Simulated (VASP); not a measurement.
A run of VASP 6.6.1:

The input INCAR:

```
SYSTEM = MgO2
  PREC = Accurate
  ENCUT = 600
  EDIFF = 1E-6
  ISMEAR = 0
  SIGMA = 0.01
  LREAL = .False.
  LASPH = .True.
  NELM = 100
  ALGO = Fast
  ISIF = 3
  LWAVE = .False.
  LCHARG = .False.
  GGA = PS
  IBRION = 2
  NSW = 80
  EDIFFG = -0.003
  PSTRESS = 700.0
```

File KPOINTS:

```
Automatic mesh
0
Gamma
  8 8 8
  0 0 0
```

Contents of POSCAR:

```
MgO2
1.0
   -1.9997000000      1.9997000000      2.3729000000
    1.9997000000     -1.9997000000      2.3729000000
    1.9997000000      1.9997000000     -2.3729000000
Mg O
2 4
Direct
    0.2500000000      0.2500000000      0.0000000000
    0.7500000000      0.7500000000      0.0000000000
    0.6285000000      0.1285000000      0.7570000000
    0.3715000000      0.8715000000      0.2430000000
    0.1285000000      0.3715000000      0.5000000000
    0.8715000000      0.6285000000      0.5000000000
```

Potentials or basis: VASP PAW PBE potentials, release 64 (Mg, O).

Command:

```bash
$ cat potpaw_PBE.64/Mg/POTCAR potpaw_PBE.64/O/POTCAR > POTCAR
$ mpirun -np 1 vasp_std > vasp.out
```

Hardware: 1 thread of AMD EPYC 9R45 (Zen 5), with other jobs on the host.

Q: How long does it take, and how much memory?

A: Wall time 3.1 min on 1 thread of AMD EPYC 9R45 (Zen 5), with other jobs on the host, peak memory 0.16 GiB. Counts: scf iterations 78, k points 59, ion steps 13.
